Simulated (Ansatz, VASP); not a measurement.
**TiTe2 in VASP and in Ansatz**

```
Ti Te
1.0
     3.74364    0.00000    0.00000
    -1.87182    3.24209    0.00000
     0.00000    0.00000    6.46679
Ti Te
1 2
Direct
  0.00000 0.00000 0.00000
  0.33333 0.66667 0.26604
  0.66667 0.33333 0.73396
```

Alike in both runs: functional PBE; dispersion D3(BJ); k mesh 8 × 8 × 4; occupations gaussian, width 0.05 eV; no spin polarisation.

Ansatz relaxed the structure, and its values are those at the end. VASP's run is a single point on that final structure, the one shown.

|  | VASP | Ansatz |
| --- | --- | --- |
| version | VASP 6.6.1 | Ansatz 0.2.0 |
| potentials or method | VASP PAW PBE potentials, release 64 (Ti_sv, Te) | scalar-relativistic, plane waves, PAW |
| plane-wave cutoff (eV) | 520 | 420 |
| valence electrons in the cell | 24 | 44 |

```tsv
	VASP	Ansatz	Ansatz less VASP
gap on the k mesh at the Fermi level (eV)	none	none	-
pressure (GPa)	-1.4	-1.4	+0.02
rms of the force components (eV/Å)	0.003	0.002	-0.0017
dispersion energy (meV/atom)	-502.9	-503.0	-0.14
```

A gap of «none» marks a metal or a gap that the smearing closes. The two sets of potentials don't hold the same shells in valence.

The runs have no spin-orbit coupling, so splittings on Te are missing.
